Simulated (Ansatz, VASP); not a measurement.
## One calculation of MgSe, two programs

```
Se Mg
1.0
     0.00000    2.72550    2.72550
     2.72550    0.00000    2.72550
     2.72550    2.72550    0.00000
Se Mg
1 1
Direct
  0.50000 0.50000 0.50000
  0.00000 0.00000 0.00000
```

Alike in both runs: task single point; functional PBE; k mesh 8 × 8 × 8; occupations fermi-dirac, width 0.05 eV; no spin polarisation.

```csv
,VASP,Ansatz
version,VASP 6.6.1,Ansatz 0.2.0
potentials or method,"VASP PAW PBE potentials, release 64 (Se, Mg)",Ansatz PAW
plane-wave cutoff (eV),520,420
valence electrons in the cell,8,26
```

Ansatz gave:

| Quantity | Value |
| --- | --- |
| gap on the k mesh at the Fermi level (eV) | 1.82 |
| least direct gap on the mesh (eV) | 2.61 |
| pressure (GPa) | 2.0 |

**Question.** Which values does VASP return?

**Answer.** gap on the k mesh at the Fermi level (eV): 1.80; least direct gap on the mesh (eV): 2.60; pressure (GPa): 1.9.

The two sets of potentials don't hold the same shells in valence.

A k mesh can miss the band edges. PBE gaps usually lie below the measured ones, often by a third to a half.
